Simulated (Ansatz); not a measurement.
## Re: pressure as volume scale varies

Periodic Kohn-Sham DFT of a crystal at fixed atoms, scaled to volume_scale times the given cell; pressure positive in compression, energy less spherical unpolarised free atoms, largest_vzz the field gradient of largest size among the nuclei. The results are calculated, by Ansatz 0.2.0.

The cell before it is scaled or strained (space group P6_3/mmc, No. 194):
```
CELL_PARAMETERS angstrom
2.60290 0.00000 0.00000
-1.30150 2.25420 0.00000
0.00000 0.00000 4.16200
ATOMIC_POSITIONS crystal
Re 0.33333 0.66667 0.25000
Re 0.66667 0.33333 0.75000
```

Settings of every row: method frozen-core PAW; functional PBE; relativity scalar; k mesh 14x14x8; filling fermi-dirac; smearing width 0.05 eV; wave cutoff 420 eV; paw set soft_2.

Atom start moment: 0 on all atoms.

Limits: all rows lie far from zero pressure; cell far from its zero-pressure volume; field gradient without spin-orbit coupling on heavy atoms; no gap: field gradients move with the k mesh; no spin-orbit coupling on heavy atoms.

```
row  volume scale  V (Å³/atom)  pressure (GPa)  largest V_zz (1e21 V/m^2)
  1          0.94       11.478         170.005                     -8.368
  2        0.9405       11.484         169.478                     -8.368
  3          0.96       11.722         149.817                     -8.391
  4          0.98       11.966         131.346                     -8.447
  5          0.99       12.088          122.71                     -8.484
  6             1        12.21               ?                          ?
  7          1.01       12.332         106.565                     -8.577
  8          1.02       12.454          99.028                     -8.626
  9          1.04       12.699           84.95                     -8.713
 10          1.06       12.943            72.1                     -8.771
```

Question: what pressure should row 6 give?

Worked fit of pressure. Take u = (V_r/V)^(2/3) − 1 with V_r = 12.088 Å³ an atom, which is twice the finite (Eulerian) strain; such expansions in the strain, on which the Birch-Murnaghan equation of state is built, carry the rest volume and the bulk modulus. The shown rows have u = 0.03512, 0.03476, 0.02071, 0.00679, 0, -0.01323, -0.01969, -0.03234, -0.04454. Least squares give pressure = 122.7057 + 1253.842 × u + 2645.56 × u² GPa; a straight line predicts inner rows, each left out in turn, worse (root mean square 1.7 against 0.019 GPa). The rows lie off it by 0.001, -0.008, 0.010, 0.005, 0.004, -0.015, -0.015, 0.027, -0.008 (root mean square 0.013 GPa). The withheld row has u = -0.00667, so the fit gives 122.7057 + 1253.842 × (-0.00667) + 2645.56 × (-0.00667)² = 114.460 GPa.

The calculation gave 114.454 GPa. The fit lies 0.006 GPa (0.0061 % of the column's range) above it; its largest miss of a shown row is 0.027 GPa.

The other values of row 6: largest V_zz -8.529 1e21 V/m^2.
